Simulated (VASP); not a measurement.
A run of VASP 6.6.1 is set up as follows.

The input INCAR:

```
SYSTEM = SrO
  PREC = Accurate
  ENCUT = 1400
  EDIFF = 1E-8
  ISMEAR = 0
  SIGMA = 0.05
  LREAL = .FALSE.
  LASPH = .TRUE.
  NELM = 100
  ALGO = Normal
  ISIF = 2
  LWAVE = .FALSE.
  LCHARG = .FALSE.
  GGA = PE
  ADDGRID = .FALSE.
```

File KPOINTS:

```
Automatic mesh
0
G
  13 13 13
  0 0 0
```

The input POSCAR:

```
SrO
1.0
    0.0000000000      2.5663000000      2.5663000000
    2.5663000000      0.0000000000      2.5663000000
    2.5663000000      2.5663000000      0.0000000000
Sr O
1 1
Direct
    0.5000000000      0.5000000000      0.5000000000
    0.0000000000      0.0000000000      0.0000000000
```

Potentials or basis: VASP PAW PBE potentials, release 64 (Sr_sv, O_h).

The run is started by

```bash
$ cat potpaw_PBE.64/Sr_sv/POTCAR potpaw_PBE.64/O_h/POTCAR > POTCAR
$ mpirun -np 1 vasp_std > vasp.out
```

Q: Estimate the pressure.

A: 3.8 GPa.

Q: What does it give for the band gap on the k mesh?

A: 3.29 eV, indirect (least direct gap 3.38 eV).

Caveat: an odd mesh through Γ misses points on the zone boundary, where band edges often lie.
